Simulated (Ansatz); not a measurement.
**How the vibrations of Ta$_{2}$C change with volume**

The calculation used Ansatz 0.2.0, DFT PBEsol, scalar-relativistic, plane waves, PAW. Plane waves to 420 eV; Γ-centred k mesh 18×18×8; Fermi-Dirac smearing of 0.15 eV. No spin polarisation. Phonons by linear response, acoustic sum rule imposed.

Relaxed structure:
```yaml
crystal:
  lattice:
    - [3.09589, 0.00000, 0.00000]
    - [-1.54794, 2.68112, 0.00000]
    - [0.00000, 0.00000, 4.92017]
  atoms:
    - { symbol: Ta, position: [0.33333, 0.66667, 0.25283] }
    - { symbol: Ta, position: [0.66667, 0.33333, 0.74717] }
    - { symbol: C, position: [0.00000, 0.00000, 0.00000] }
```

In a metal, frequencies depend on the k mesh and the smearing, soft modes most. Spin–orbit coupling is left out, which can shift energies with elements as heavy as these.

Cells at 0.98 and 1.02 times the equilibrium volume were relaxed in shape and atoms; γ = −d ln ν / d ln V, modes matched by rank.

Q: Give the optical frequencies at Γ (cm⁻¹) at the three volumes and the mode Grüneisen parameters.

A:
```tsv
0.98 V	V	1.02 V	γ	degeneracy
133	129	125	1.57	2
224	217	211	1.59	1
665	647	630	1.32	1
681	666	650	1.16	2
```

Q: What pressures hold the two strained cells, and what bulk modulus follows?

A: 5.70 GPa at 0.98 V and -5.12 GPa at 1.02 V, so B = −dP/d ln V ≈ 271 GPa.